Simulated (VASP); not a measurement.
Crystal: AlN.

```xyz
2
Lattice="0.0000 2.0345 2.0345 2.0345 0.0000 2.0345 2.0345 2.0345 0.0000" Properties=species:S:1:pos:R:3 pbc="T T T"
Al    2.0345    2.0345    2.0345
N     0.0000    0.0000    0.0000
```

Measurements of this composition are mostly on another form, of space group No. 186.

| Item | Value |
| --- | --- |
| Program | VASP 6.6.1 |
| Task | relaxation of cell and atoms |
| Functional | PBEsol |
| Potentials or basis | VASP PAW PBE potentials, release 64 (Al, N) |
| Cutoff | 600 eV |
| k mesh | 10 × 10 × 10 |
| Occupations | gaussian, width 0.02 eV |
| Spin | no spin polarisation |

At the start: pressure -4.7 GPa; volume 8.42 Å³/atom.

How do energy, volume and symmetry change on relaxing?

Over 3 steps the energy falls by 2.3 meV/atom and the volume is 8.27 Å³/atom (-1.8 %); space group Fm-3m (No. 225, to 0.05 Å).

The path:
```csv
step,energy change (eV),largest force (eV/Å),pressure (GPa),volume (Å³)
1,0.0000,0.0000,-4.72,16.84
2,-0.0004,0.0000,4.78,16.25
3,-0.0047,0.0000,-0.01,16.53
```

Final structure:
```
CELL_PARAMETERS angstrom
0.00000 2.02196 2.02196
2.02196 0.00000 2.02196
2.02196 2.02196 0.00000
ATOMIC_POSITIONS crystal
Al 0.50000 0.50000 0.50000
N 0.00000 0.00000 0.00000
```

Caveat: the PAW data sets were made with another functional, which shifts forces and pressure a little.
